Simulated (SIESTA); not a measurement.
## Ge in SIESTA: the effect of functional

Crystal: Ge.

```
CELL_PARAMETERS angstrom
3.99759 0.00000 0.00000
-1.99879 3.46201 0.00000
0.00000 0.00000 6.59938
ATOMIC_POSITIONS crystal
Ge 0.33333 0.66667 0.93710
Ge 0.66667 0.33333 0.43710
Ge 0.33333 0.66667 0.56290
Ge 0.66667 0.33333 0.06290
```

This isn't the form of Ge at room conditions, which is diamond.

Alike in all runs:

- Program: SIESTA 5.4.2
- Task: band structure
- Basis: DZP (energy shift 0.003 Ry; two zetas on semicore shells)
- Grid cutoff: 800 Ry
- Energy shift: 0.003 Ry
- k mesh: 8 × 8 × 4
- Occupations: fermi-dirac, width 0.05 eV
- Spin: no spin polarisation

One run gave: pressure 1.3 GPa; largest force 0.02 eV/Å. Which functional did it use?
A. vdW-DF-cx
B. BLYP
C. AM05

C.

```csv
functional,potentials or basis,pressure (GPa),largest force (eV/Å)
AM05,PseudoDojo 0.4 standard (PBEsol files),1.3,0.02
BLYP,PseudoDojo 0.4 standard (PBE files),7.3,0.05
vdW-DF-cx,PseudoDojo 0.4 standard (PBE files),2.6,0.03
```

Caveats: the potentials were made for another functional, which shifts forces and pressure; the basis of atomic orbitals isn't converged, which shifts pressures, moduli and gaps.
